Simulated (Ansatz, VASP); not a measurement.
## Two plane-wave programs on TePb

The input INCAR:

```
PREC = Accurate ; ENCUT = 600
EDIFF = 1E-7 ; ISMEAR = -1
SIGMA = 0.05 ; LREAL = F
LASPH = T ; NELM = 60
ALGO = Normal ; ISIF = 3
LWAVE = F ; LCHARG = F
GGA = RP ; IVDW = 12
IBRION = 2 ; NSW = 60
EDIFFG = -0.01
```

KPOINTS

```
Automatic mesh
0
Gamma
  7 7 7
```

Contents of POSCAR:

```
TePb
1.0
    0.0000000000      3.2310000000      3.2310000000
    3.2310000000      0.0000000000      3.2310000000
    3.2310000000      3.2310000000      0.0000000000
Pb Te
1 1
Direct
    0.0000000000      0.0000000000      0.0000000000
    0.5000000000      0.5000000000      0.5000000000
```

The input input.yaml:

```yaml
crystal:
  lattice:
    - [0.0, 3.231, 3.231]
    - [3.231, 0.0, 3.231]
    - [3.231, 3.231, 0.0]
  atoms:
    - { symbol: Pb, position: [0.0, 0.0, 0.0] }
    - { symbol: Te, position: [0.5, 0.5, 0.5] }
hamiltonian:
  xc: rpbe
  pseudopotentials: { kind: paw }
  dispersion: d3bj
kpoints:
  mp_grid: { grid: [7, 7, 7] }
scf:
  occupations: { method: fermi_dirac, width: 0.05 }
output:
  forces: true
  stress: true
  eigenvalues: true
relax:
  f_tol: 0.01
  max_steps: 40
  cell: { stress_tol: 0.05 }
```

Alike in both runs: task relaxation of cell and atoms; functional RPBE; dispersion D3(BJ); k mesh 7 × 7 × 7; occupations fermi-dirac, width 0.05 eV; no spin polarisation.

```csv
,VASP,Ansatz
version,VASP 6.6.1,Ansatz 0.2.0
potentials or method,"VASP PAW PBE potentials, release 64 (Pb_d, Te)",Ansatz PAW
plane-wave cutoff (eV),600,420
valence electrons in the cell,20,30
```

```csv
,VASP,Ansatz,Ansatz less VASP
"gap on the k mesh at the Fermi level, each at its own relaxed structure (eV)",0.66,0.66,0.000
relaxed volume (Å³/atom),26.96,26.98,+0.016
relaxed cell length with the largest relative difference (Å),4.241,4.242,+0.0008
energy change over the relaxation (meV/atom),-273,-272,+1.0
```

The two sets of potentials don't hold the same shells in valence.

Caveats: the volume moved by over 15 % at a fixed basis, so the end points are rough; the volume moved by -20 % from the deposited cell, more than functionals usually miss; the PAW data sets were made with another functional, which shifts forces and pressure a little (VASP); the plane-wave basis is chosen anew once the cell has moved, so the energies of steps on either side of that aren't comparable (Ansatz); the PAW data sets come from PBE, with cores solved anew for the run's functional, which leaves a small shift of forces and pressure (Ansatz). The runs have no spin-orbit coupling, so splittings on Pb, Te are missing.
